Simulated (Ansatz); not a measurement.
**Rhodium, hcp under m-r²SCAN: structure, energy and stiffness**

What does m-r²SCAN give for rhodium in the hcp structure? We relax it, solve it on a dense k-mesh, then scale the cell to 7 volumes from 88 to 112 % of the relaxed one and try a fit of the equation of state. The start is ferromagnetic. The k-meshes are 13×13×7 for the relaxation; 22×22×12 for the dense run; 22×22×12 for the volumes.

This is Rh in the hcp structure; at room conditions it is fcc.

Program: Ansatz 0.2.0. Level of theory: DFT m-r2SCAN, plane waves (500 eV) with PAW, scalar-relativistic; the PAW data stem from PBE, with regenerated cores; m-r²SCAN is r²SCAN on the gauge-invariant kinetic-energy density. These are calculated values, not measurements.

### 1 Starting point

Symmetry: P6_3/mmc, No. 194, hexagonal system. Conventional cell: a = 2.689 Å, b = 2.689 Å, c = 4.391 Å, α = 90.00°, β = 90.00°, γ = 120.00°. Around Rh (site symmetry -6m2) lie 12 Rh at 2.69 Å.

Coordinates:

```
Rh
1.0
     2.68919    0.00000    0.00000
    -1.34460    2.32891    0.00000
     0.00000    0.00000    4.39145
Rh
2
Direct
  0.33333 0.66667 0.25000
  0.66667 0.33333 0.75000
```

The atoms start with moments of +1 ×2 μB.

### 2 Relaxing cell and atoms

File input.yaml:

```yaml
crystal:
  lattice:
    - [2.6891940459, 0.0, 0.0]
    - [-1.3445970229, 2.3289103594, 0.0]
    - [0.0, 0.0, 4.3914538769]
  atoms:
    - { symbol: Rh, position: [0.3333333333, 0.6666666667, 0.25], spin: 1.0 }
    - { symbol: Rh, position: [0.6666666667, 0.3333333333, 0.75], spin: 1.0 }
hamiltonian:
  xc: mr2scan
  pseudopotentials:
    kind: paw
    azcp:
      Rh: "pseudopotentials/Rh.paw.azcp"
basis:
  ecutwfc: 500
  fft_grid_basis: typed
kpoints:
  mp_grid: { grid: [13, 13, 7], shift: [0, 0, 0] }
magnetization:
  spin_polarized: true
scf:
  occupations: { method: fermi_dirac, width: 0.05 }
relax:
  max_steps: 60
  f_tol: 0.01
  cell: {}
```

The log of the run:

```text
Warning: RAYON_NUM_THREADS=2 ignored (pool sized by the plan → 2); use --threads N
Engine: ansatz 0.2.0, aarch64-unknown-linux-gnu
Pseudopotentials: kind: paw
Pseudopotential: Rh, paw, valence charge 17, recommended cutoff 500 eV (meta_gga), <dir>
Functional definition: m-r2SCAN
  exchange = m_r2scan_x
  correlation = m_r2scan_c
Crystal: 2 atoms, lattice volume = 27.503 Å³
Basis set: ecut = 500 eV, 701 PW (Γ), exchange–correlation on 80×80×144 points (64 copies of the dense FFT grid, shifted against one another)
Bands: 22, of which v1, the nominal top of the filled ones, is band 17 counted from 1 (16 counted from 0)
Symmetry: 24 space group operations
Space group: P63/mmc (ITA 194), of the structure as read, at distance tolerance 3.0e-5 Å
Magnetic group: BNS 194.263 (UNI 1493), of the structure as read, at distance tolerance 3.0e-5 Å
k-points: 84 of 1183
Non-local potential: Rh, projectors of the file, l = 0: 3, l = 1: 2, l = 2: 2, l = 3: 1
PAW form: soft (Blöchl's): semilocal exchange-correlation on the pseudo side does not see the compensation charge
PAW frozen core: Rh, regenerated for the run's functional (the file was generated under x = pbe(κ = 0.804, μ = 0.2195149727645171), c = pbe(β = 0.06672455060314922))
PAW one-centre angular grid: Rh, 590 points (default); XC on 160 Gauss nodes
Initial density: superposition of atomic densities (chi_scale 0.1, normalization cell)
Starting moments: Σ|m| = 2 μB on 2 of 2 sites
Initial wavefunctions: pseudopotential atomic-orbital guess
Functional: x = mr2scan, c = mr2scan; τ floored in thin density (d = 2e-4 eV/Å³)
SCF iter   1: F=—  HF=-12831.320004 eV  |F-HF|=—  |Δ(HF+E_count)|=         —  Δρ=5.78e-2 (↑5.78e-2 ↓4.32e-2)  dr2=2.51e0  dr2_τ=2.02e-2  dr2_m=5.30e-2  M=1.354 μB ∫|m|=1.354 μB  β_m=0.93  ethr=3.10e-3  ⟨swp⟩=4.9  Hψ=14700  notcnv=0
Mixer restart at iter 1: flushing history
preconditioner: auto → none  [metal: Δε(μ)=0.004 eV  Ē_g=9.755 eV  σ=0.050 eV  W_gap=0.02  n_scr=8 (ndim 8)  ℏωp=30.0 eV  f_vac=0.000  D(μ)=2.98/eV (n_scr^D=36)  sad-step TF]
SCF iter   2: F=—  HF=-12830.516065 eV  |F-HF|=—  |Δ(HF+E_count)|=   8.04e-1  Δρ=3.15e-2 (↑3.15e-2 ↓2.87e-2)  dr2=9.46e-1  dr2_τ=1.00e-2  dr2_m=3.98e-3  M=1.200 μB ∫|m|=1.220 μB  β_m=0.48  ethr=3.10e-3  ⟨swp⟩=2.3  Hψ=6319  notcnv=0  defer=10  κ⁻¹=1.0e0(r=1)
SCF iter   3: F=—  HF=-12830.321227 eV  |F-HF|=—  |Δ(HF+E_count)|=   1.95e-1  Δρ=9.14e-3 (↑9.14e-3 ↓8.95e-3)  dr2=4.59e-2  dr2_τ=9.18e-4  dr2_m=3.99e-3  M=0.944 μB ∫|m|=1.037 μB  β_m=1.00  ethr=2.78e-3  ⟨swp⟩=2.4  Hψ=6180  notcnv=0  defer=10  κ⁻¹=3.8e-2(r=2)
SCF iter   4: F=—  HF=-12830.688187 eV  |F-HF|=—  |Δ(HF+E_count)|=         —  Δρ=4.35e-2 (↑4.30e-2 ↓4.35e-2)  dr2=1.00e-2  dr2_τ=4.02e-2  dr2_m=4.64e-1  M=-0.222 μB ∫|m|=0.222 μB  β_m=1.00  ethr=1.35e-4  ⟨swp⟩=2.5  Hψ=7258  notcnv=0  defer=10
Mixer restart at iter 4: flushing history
SCF iter   5: F=—  HF=-12830.463290 eV  |F-HF|=—  |Δ(HF+E_count)|=   2.25e-1  Δρ=5.32e-3 (↑5.32e-3 ↓4.86e-3)  dr2=9.39e-5  dr2_τ=6.51e-4  dr2_m=6.50e-3  M=-0.052 μB ∫|m|=0.052 μB  β_m=0.39  ethr=1.47e-4  ⟨swp⟩=2.1  Hψ=6971  notcnv=0  defer=10
SCF iter   6: F=—  HF=-12830.462772 eV  |F-HF|=—  |Δ(HF+E_count)|=   5.18e-4  Δρ=3.53e-3 (↑3.53e-3 ↓3.41e-3)  dr2=1.55e-5  dr2_τ=3.00e-5  dr2_m=3.02e-3  M=-0.042 μB ∫|m|=0.042 μB  β_m=0.51  ethr=2.76e-7  ⟨swp⟩=2.1  Hψ=6927  notcnv=0  defer=9  κ⁻¹=1.0e0(r=1)
SCF iter   7: F=—  HF=-12830.462827 eV  |F-HF|=—  |Δ(HF+E_count)|=   5.46e-5  Δρ=1.74e-3 (↑1.70e-3 ↓1.74e-3)  dr2=3.33e-6  dr2_τ=3.54e-5  dr2_m=7.40e-4  M=0.008 μB ∫|m|=0.011 μB  β_m=1.00  ethr=4.55e-8  ⟨swp⟩=2.0  Hψ=6609  notcnv=0  defer=9  κ⁻¹=1.4e-1(r=2)
SCF iter   8: F=—  HF=-12830.462215 eV  |F-HF|=—  |Δ(HF+E_count)|=   6.12e-4  Δρ=2.01e-4 (↑2.01e-4 ↓1.54e-4)  dr2=4.80e-6  dr2_τ=8.85e-7  dr2_m=5.90e-6  M=0.039 μB ∫|m|=0.040 μB  β_m=1.00  ethr=9.79e-9  ⟨swp⟩=2.0  Hψ=6740  notcnv=0  defer=9  κ⁻¹=9.9e-3(r=3)
SCF iter   9: F=—  HF=-12830.462234 eV  |F-HF|=—  |Δ(HF+E_count)|=   1.98e-5  Δρ=2.95e-4 (↑2.95e-4 ↓2.63e-4)  dr2=9.58e-7  dr2_τ=1.71e-6  dr2_m=1.92e-5  M=0.027 μB ∫|m|=0.028 μB  β_m=1.00  ethr=9.79e-9  ⟨swp⟩=2.1  Hψ=6430  notcnv=0  defer=9  κ⁻¹=3.4e-4(r=4)
SCF iter  10: F=—  HF=-12830.462275 eV  |F-HF|=—  |Δ(HF+E_count)|=   4.06e-5  Δρ=1.82e-4 (↑1.82e-4 ↓1.70e-4)  dr2=2.62e-7  dr2_τ=6.69e-7  dr2_m=7.66e-6  M=0.017 μB ∫|m|=0.017 μB  β_m=1.00  ethr=2.82e-9  ⟨swp⟩=2.0  Hψ=6586  notcnv=0  defer=9  κ⁻¹=5.0e-5(r=5)
SCF iter  11: F=—  HF=-12830.462295 eV  |F-HF|=—  |Δ(HF+E_count)|=   2.00e-5  Δρ=9.02e-5 (↑9.02e-5 ↓7.93e-5)  dr2=2.21e-7  dr2_τ=1.57e-7  dr2_m=1.69e-6  M=0.008 μB ∫|m|=0.009 μB  β_m=1.00  ethr=7.72e-10  ⟨swp⟩=2.0  Hψ=6668  notcnv=0  defer=9  κ⁻¹=9.7e-6(r=6)
SCF iter  12: F=—  HF=-12830.462301 eV  |F-HF|=—  |Δ(HF+E_count)|=   5.91e-6  Δρ=1.71e-5 (↑1.71e-5 ↓1.71e-5)  dr2=8.40e-8  dr2_τ=5.22e-9  dr2_m=1.26e-8  M=-0.001 μB ∫|m|=0.001 μB  β_m=1.00  ethr=6.51e-10  ⟨swp⟩=2.0  Hψ=6761  notcnv=0  defer=9  κ⁻¹=4.0e-6(r=7)
SCF iter  13: F=—  HF=-12830.462301 eV  |F-HF|=—  |Δ(HF+E_count)|=   2.23e-7  Δρ=1.49e-5 (↑1.33e-5 ↓1.49e-5)  dr2=1.24e-8  dr2_τ=3.98e-9  dr2_m=4.30e-8  M=-0.001 μB ∫|m|=0.001 μB  β_m=1.00  ethr=2.47e-10  ⟨swp⟩=2.0  Hψ=6305  notcnv=0  defer=9  κ⁻¹=1.2e-6(r=8)
SCF iter  14: F=—  HF=-12830.462301 eV  |F-HF|=—  |Δ(HF+E_count)|=   3.73e-9  Δρ=1.76e-5 (↑1.70e-5 ↓1.76e-5)  dr2=7.13e-10  dr2_τ=6.74e-9  dr2_m=7.51e-8  M=-0.002 μB ∫|m|=0.002 μB  β_m=1.00  ethr=3.63e-11  ⟨swp⟩=2.0  Hψ=6439  notcnv=0  defer=9  κ⁻¹=3.1e-7(r=8)
SCF iter  15: F=—  HF=-12830.462301 eV  |F-HF|=—  |Δ(HF+E_count)|=   1.89e-7  Δρ=7.59e-6 (↑6.97e-6 ↓7.59e-6)  dr2=2.04e-10  dr2_τ=1.21e-9  dr2_m=1.33e-8  M=-0.001 μB ∫|m|=0.001 μB  β_m=1.00  ethr=2.10e-12  ⟨swp⟩=3.3  Hψ=8193  notcnv=0  defer=9  κ⁻¹=6.9e-8(r=8)
SCF iter  16: F=—  HF=-12830.462301 eV  |F-HF|=—  |Δ(HF+E_count)|=   3.73e-8  Δρ=2.64e-6 (↑2.25e-6 ↓2.64e-6)  dr2=8.28e-11  dr2_τ=1.40e-10  dr2_m=1.47e-9  M=-0.000 μB ∫|m|=0.000 μB  β_m=1.00  ethr=1.00e-12  ⟨swp⟩=2.4  Hψ=7048  notcnv=0  defer=9  κ⁻¹=1.3e-6(r=8)
SCF iter  17: F=—  HF=-12830.462301 eV  |F-HF|=—  |Δ(HF+E_count)|=   3.07e-9  Δρ=7.58e-7 (↑7.58e-7 ↓6.79e-7)  dr2=1.09e-11  dr2_τ=1.15e-11  dr2_m=1.24e-10  M=0.000 μB ∫|m|=0.000 μB  β_m=1.00  ethr=1.00e-12  ⟨swp⟩=2.0  Hψ=6650  notcnv=0  defer=9  κ⁻¹=2.4e-7(r=8)
SCF iter  18: F=-12830.462301 eV  HF=-12830.462301 eV  |F-HF|=2.00e-11  |Δ(HF+E_count)|=  4.44e-10  Δρ=3.30e-7 (↑2.57e-7 ↓3.30e-7)  dr2=2.98e-12  dr2_τ=1.89e-12  dr2_m=2.11e-11  M=0.000 μB ∫|m|=0.000 μB  ethr=1.00e-12  ⟨swp⟩=1.0  Hψ=9166  notcnv=0
WARN: the starting moments were not kept: the SCF closed with an absolute magnetisation of 1.1e-5 μB, where they sum to 2 μB in size (2 sites). That is at most 0.1 of that sum. Measured as dr2_m measures the in/out step, that magnetisation stands 4.2e-11 eV from none, at or under the dr2_threshold of 1.0e-7 eV: it is no larger than a step whose dr2_m would equal this threshold. The system may hold no moment; this SCF shows only that its start led to no more than that. To try another start: raise the starting moments (crystal.atoms[].spin, magnetization.per_species, magnetization.initial_magnetization, or on a non-collinear deck that types none of these the spinor_matrix: blocks that start its atoms; where the total moment is fixed, keep their sum and leave initial_magnetization as it is; typed ones take the place of any that the run laid by itself, positive ones on a crystal's lanthanoids without a Hubbard term where scf.initial_density.shell_occupations: [] is typed) or, if the notice of its spin-set hold's release reads "site moments contracting" or "site moments show no strong build", lengthen the hold (scf.mixing.spin_hold: { on: { confirm: 4 } }; for m-r²SCAN on two components see the key's manual first). Each may lead to a state that holds a moment. A second SCF, from the converged charge density, with the starting moments and any scf.initial_density.shell_occupations laid on it anew, would have followed, and was not run: the deck does not ask for one (magnetization.retry_lost_moments is false, the default). To let it run, set magnetization.retry_lost_moments: true and run the deck again, where that key's refused combinations let it; where memory then withholds it, that run's warning says so.
SCF 1 converged in 18 iterations: F = -12830.462301 eV  dr2 = 2.98e-12
relax step   1: F+E_penalty+E_count = -12830.46230142 eV  Δ(F+E_penalty+E_count) = +0.000e0 eV  max|allowed force component| = 3.932e-17 eV/Å  Δτ_max = 0.0000 Å  P = +0.328 GPa  Ω = 27.503 Å³  (18 SCF iters, dr2 threshold 1.00e-7 eV, accepted)
[... 21 lines left out ...]
relax step   2: F+E_penalty+E_count = -12830.46454358 eV  Δ(F+E_penalty+E_count) = -2.242e-3 eV  max|allowed force component| = 3.238e-17 eV/Å  Δτ_max = 0.0000 Å  P = -0.248 GPa  Ω = 27.563 Å³  energy of the carried Pulay correction = -1.031e-5 eV  (12 SCF iters, dr2 threshold 2.00e-7 eV, accepted)
[... 19 lines left out ...]
relax step   3: F+E_penalty+E_count = -12830.46456202 eV  Δ(F+E_penalty+E_count) = -1.844e-5 eV  max|allowed force component| = 6.708e-17 eV/Å  Δτ_max = 0.0000 Å  P = +0.177 GPa  Ω = 27.521 Å³  energy of the carried Pulay correction = -6.096e-7 eV  (14 SCF iters, dr2 threshold 1.79e-7 eV, accepted)
[... 19 lines left out ...]
relax step   4: F+E_penalty+E_count = -12830.46456822 eV  Δ(F+E_penalty+E_count) = -6.203e-6 eV  max|allowed force component| = 2.313e-18 eV/Å  Δτ_max = 0.0000 Å  P = -0.000 GPa  Ω = 27.538 Å³  energy of the carried Pulay correction = -4.664e-6 eV  (14 SCF iters, dr2 threshold 1.18e-7 eV, accepted)
[... 19 lines left out ...]
relax step   5: F+E_penalty+E_count = -12830.46457593 eV  Δ(F+E_penalty+E_count) = -7.701e-6 eV  max|allowed force component| = 2.313e-17 eV/Å  Δτ_max = 0.0000 Å  P = +0.000 GPa  Ω = 27.538 Å³  stress off target by 1.83e-3 GPa  SCF on the basis re-selected at this cell (its energy is not comparable with the rows above)  (12 SCF iters)
basis re-selected at this cell: Δ(F+E_penalty+E_count) = -7.701e-6 eV, ΔP = +0.001 GPa vs the last step (what re-selecting the basis moved, of the pressure what is left beyond the Pulay correction that the steps carried, after the strain that the cell walked since its last selection, with what the two solves' SCF thresholds leave and, on support functions, any second-order correction that the steps lacked; it is no measure of the basis error at this ecutwfc). The dense FFT grid was sized anew with the basis: this SCF ran on 20×20×32 points, the steps before it on 20×20×36, so part of this shift can come from that change (see relax.cell in the input reference). This SCF's stress stands 1.83e-3 GPa from its target on what of the cell is left free (relax.cell.stress_tol is 5.00e-2 GPa) and its largest allowed force component is 2.31e-17 eV/Å (relax.f_tol is 1.00e-2 eV/Å): within both
SCF converged after 12 iterations
Stability not checked: this state was not tested for a lower state beside it, because the mixer in use, unlike msr1, does not test its closes by its own steps (another_mixer; see scf.mixing.algorithm and scf.lower_state_search)
Magnetization: 0.0000 μB (17.0000 up, 17.0000 down)
Absolute magnetization: 0.0000 μB (∫|ρ↑−ρ↓|, with the PAW one-centre terms)
Spin contamination: 0.0000 ħ² per cell (⟨S²⟩ above its minimum at these occupations)
Per-site moments (μB) at R_I (Å): [(2.000810131156334e-8, 1.1053370171306176), (2.000810132236494e-8, 1.1053370171306176)]
Free energy (F): -12830.464576 eV
Harris-Foulkes:  -12830.464576 eV  (|F-HF|=0.00e0)
Internal energy: -12830.436215 eV  (E = F + TS)
E sigma→0 (E₀):  -12830.450395 eV
Entropy (-TS):   -0.028361 eV (-14.181 meV/atom)
Fermi energy:    22.289174 eV
--- Per-component energies (eV) ---
  E_band       = -205.432103
  E_kinetic    = 1146.499902
  E_local      = -3133.659312  (includes V_loc(G=0)·N_el)
  E_nonlocal   = 710.991213
  E_hartree    = 1103.012559
  E_xc         = -433.559543
  E_vxc        = -628.199595  (∫ρ·V_xc dr)
  E_paw        = -7208.523127  (= ΣΔE_a)
  E_vpaw       = -549.604501  (= ΣTr[D̂ρ^β])
  E_aug_tail   = 0.001309  (compensation charges beyond the density's cutoff)
  E_vtau       = 42.513771  (kinetic-family band-sum trace: ∫τ·v_τ [+ j·A + Jᵃ·Aᵃ] dr)
  E_ewald      = -5014.459298
  E_core_change = -0.739919  (= ΣΔE_core)
  E_smearing   = -0.028361  (= −TS)
  E_closure    = -0.000000  (closes the sum)
  Σ components = -12830.464576   (vs F -12830.464576, Δ=0.00e0)
--- Forces (eV/Å), atoms counted from 1 ---
  atom   1  Rh     0.00000000     0.00000000     0.00000000
  atom   2  Rh    -0.00000000     0.00000000     0.00000000
  max |Σ_I F_I| component: 9.25e-18 eV/Å
--- Stress (GPa, compression-positive) ---
        0.001414       0.000000       0.000000
        0.000000       0.001414       0.000000
        0.000000       0.000000      -0.001833
  P = ⅓ Tr σ = 0.0003 GPa (0.003 kbar)
--- Relaxed structure (4 steps of the walk, 4 accepted, 1 SCFs on fresh bases) ---
  F+E_penalty+E_count = -12830.46457593 eV   max|allowed force component| = 2.313e-17 eV/Å   (the final SCF, on the basis selected at the relaxed cell)
  cell:  # Å, volume = 27.5385 Å³
    - [2.7012217525441193, -2.8996594157365698e-11, 0.0]
    - [-1.350610876246948, 2.3393266589728285, 0.0]
    - [0.0, 0.0, 4.358019143806381]
  atoms:
    - { symbol: Rh, position: [0.3333333333333333, 0.6666666666666665, 0.24999999999999997] }
    - { symbol: Rh, position: [0.6666666666666666, 0.3333333333333333, 0.75] }
```

It took 38 s on 2 threads of an Arm CPU, shared host; peak memory 0.43 GiB.

The steps of the relaxation:

| step | energy change (meV/atom) | largest force (eV/Å) | pressure (GPa) | volume (Å³/atom) |
| --- | --- | --- | --- | --- |
| 1 | 0.00 | 0.0000 | 0.33 | 13.752 |
| 2 | -1.12 | 0.0000 | -0.25 | 13.781 |
| 3 | -1.13 | 0.0000 | 0.18 | 13.761 |
| 4 | -1.13 | 0.0000 | 0.00 | 13.769 |
| 5 | -1.14 | 0.0000 | 0.00 | 13.769 |

Steps that repeat a cell are solved on a basis chosen anew, so their changes of energy are no gain of the relaxation.

The cell of the run, before and after:

|  | before | after | change |
| --- | --- | --- | --- |
| a (Å) | 2.689 | 2.701 | +0.4 % |
| b (Å) | 2.689 | 2.701 | +0.4 % |
| c (Å) | 4.391 | 4.358 | -0.8 % |
| volume (Å³/atom) | 13.752 | 13.769 | +0.1 % |
| shortest distance (Å) | 2.689 | 2.680 | -0.4 % |
| space group (spins left aside) | P6_3/mmc | P6_3/mmc | same |

### 3 The energy on a finer k-mesh

File input.yaml:

```yaml
crystal:
  lattice:
    - [2.7012217525, 0.0, 0.0]
    - [-1.3506108762, 2.339326659, 0.0]
    - [0.0, 0.0, 4.3580191438]
  atoms:
    - { symbol: Rh, position: [0.3333333333, 0.6666666667, 0.25], spin: 1.0 }
    - { symbol: Rh, position: [0.6666666667, 0.3333333333, 0.75], spin: 1.0 }
hamiltonian:
  xc: mr2scan
  pseudopotentials:
    kind: paw
    azcp:
      Rh: "pseudopotentials/Rh.paw.azcp"
basis:
  ecutwfc: 500
  fft_grid_basis: typed
kpoints:
  mp_grid: { grid: [22, 22, 12], shift: [0, 0, 0] }
magnetization:
  spin_polarized: true
scf:
  occupations: { method: fermi_dirac, width: 0.05 }
```

The log of the run, cut to the lines that bear on the results:

```text
Warning: RAYON_NUM_THREADS=2 ignored (pool sized by the plan → 2); use --threads N
[...]
[... 3 set-up lines as earlier in the session ...]
[...]
Crystal: 2 atoms, lattice volume = 27.538 Å³
Basis set: ecut = 500 eV, 699 PW (Γ), exchange–correlation on 80×80×128 points (64 copies of the dense FFT grid, shifted against one another)
Bands: 22, of which v1, the nominal top of the filled ones, is band 17 counted from 1 (16 counted from 0)
[... 2 set-up lines as earlier in the session ...]
Magnetic group: BNS 194.263 (UNI 1493), of the structure as read, at distance tolerance 3.0e-5 Å
k-points: 364 of 5808
[...]
Starting moments: Σ|m| = 2 μB on 2 of 2 sites
[...]
SCF iter   1: F=—  HF=-12831.325947 eV  |F-HF|=—  |Δ(HF+E_count)|=         —  Δρ=5.65e-2 (↑5.65e-2 ↓4.36e-2)  dr2=2.50e0  dr2_τ=1.95e-2  dr2_m=4.42e-2  M=1.386 μB ∫|m|=1.386 μB  β_m=0.98  ethr=3.10e-3  ⟨swp⟩=4.9  Hψ=63587  notcnv=0
[...]
SCF iter  17: F=-12830.466920 eV  HF=-12830.466920 eV  |F-HF|=6.00e-11  |Δ(HF+E_count)|=  5.00e-10  Δρ=4.11e-7 (↑4.11e-7 ↓3.11e-7)  dr2=4.62e-12  dr2_τ=3.01e-12  dr2_m=3.15e-11  M=0.000 μB ∫|m|=0.000 μB  ethr=1.00e-12  ⟨swp⟩=1.0  Hψ=41503  notcnv=0
[...]
WARN: the starting moments were not kept: the SCF closed with an absolute magnetisation of 9.1e-6 μB, where they sum to 2 μB in size (2 sites). That is at most 0.1 of that sum. Measured as dr2_m measures the in/out step, that magnetisation stands 2.5e-11 eV from none, at or under the [...]
this state was not tested for a lower state beside it, because the mixer in use, unlike msr1, does not test its closes by its own steps (another_mixer; see scf.mixing.algorithm and scf.lower_state_search)
SCF converged after 17 iterations
Magnetization: 0.0000 μB (17.0000 up, 17.0000 down)
Absolute magnetization: 0.0000 μB (∫|ρ↑−ρ↓|, with the PAW one-centre terms)
Spin contamination: 0.0000 ħ² per cell (⟨S²⟩ above its minimum at these occupations)
Per-site moments (μB) at R_I (Å): [(4.413859257478032e-6, 1.1053370171298247), (4.413859257525396e-6, 1.1053370171298247)]
Free energy (F): -12830.466920 eV
[...]
E sigma→0 (E₀):  -12830.454148 eV
Entropy (-TS):   -0.025544 eV (-12.772 meV/atom)
Fermi energy:    22.273024 eV
[...]
```

It took 33 s on 2 threads of an Arm CPU, shared host; peak memory 0.65 GiB.

### 4 At 88 % of the relaxed volume

Changes to input.yaml since step 3:

```diff
@@ -2,5 +2,5 @@
   lattice:
-    - [2.7012217525, 0.0, 0.0]
-    - [-1.3506108762, 2.339326659, 0.0]
-    - [0.0, 0.0, 4.3580191438]
+    - [2.5885375087, 0.0, 0.0]
+    - [-1.2942687543, 2.2417392412, 0.0]
+    - [0.0, 0.0, 4.1762198926]
   atoms:
@@ -23 +23,3 @@
   occupations: { method: fermi_dirac, width: 0.05 }
+output:
+  stress: true
```

The log of the run, cut to the lines that bear on the results:

```text
Warning: RAYON_NUM_THREADS=2 ignored (pool sized by the plan → 2); use --threads N
[...]
[... 3 set-up lines as earlier in the session ...]
[...]
Crystal: 2 atoms, lattice volume = 24.234 Å³
Basis set: ecut = 500 eV, 615 PW (Γ), exchange–correlation on 80×80×128 points (64 copies of the dense FFT grid, shifted against one another)
Bands: 22, of which v1, the nominal top of the filled ones, is band 17 counted from 1 (16 counted from 0)
[... 1 set-up line as earlier in the session ...]
Space group: P63/mmc (ITA 194), of the structure as read, at distance tolerance 2.9e-5 Å
Magnetic group: BNS 194.263 (UNI 1493), of the structure as read, at distance tolerance 2.9e-5 Å
k-points: 364 of 5808
[...]
Starting moments: Σ|m| = 2 μB on 2 of 2 sites
[...]
WARN: the starting moments were not kept: the SCF closed with an absolute magnetisation of 3.3e-7 μB, where they sum to 2 μB in size (2 sites). That is at most 0.1 of that sum. Measured as dr2_m measures the in/out step, that magnetisation stands 1.6e-14 eV from none, at or under the [...]
this state was not tested for a lower state beside it, because the mixer in use, unlike msr1, does not test its closes by its own steps (another_mixer; see scf.mixing.algorithm and scf.lower_state_search)
SCF converged after 18 iterations
Magnetization: 0.0000 μB (17.0000 up, 17.0000 down)
Absolute magnetization: 0.0000 μB (∫|ρ↑−ρ↓|, with the PAW one-centre terms)
Spin contamination: 0.0000 ħ² per cell (⟨S²⟩ above its minimum at these occupations)
Per-site moments (μB) at R_I (Å): [(-5.770594556503734e-8, 1.0592267465242868), (-5.770594540845594e-8, 1.0592267465242868)]
Free energy (F): -12830.020227 eV
[...]
E sigma→0 (E₀):  -12830.010160 eV
Entropy (-TS):   -0.020133 eV (-10.067 meV/atom)
Fermi energy:    26.215552 eV
[...]
--- Stress (GPa, compression-positive) ---
       48.907189       0.000000       0.000000
       -0.000000      48.907189      -0.000000
        0.000000      -0.000000      50.314374
  P = ⅓ Tr σ = 49.3763 GPa (493.763 kbar)
```

Wall time 36 s (2 threads of an Arm CPU, shared host); peak memory 0.63 GiB.

[end of part 1 of 2]
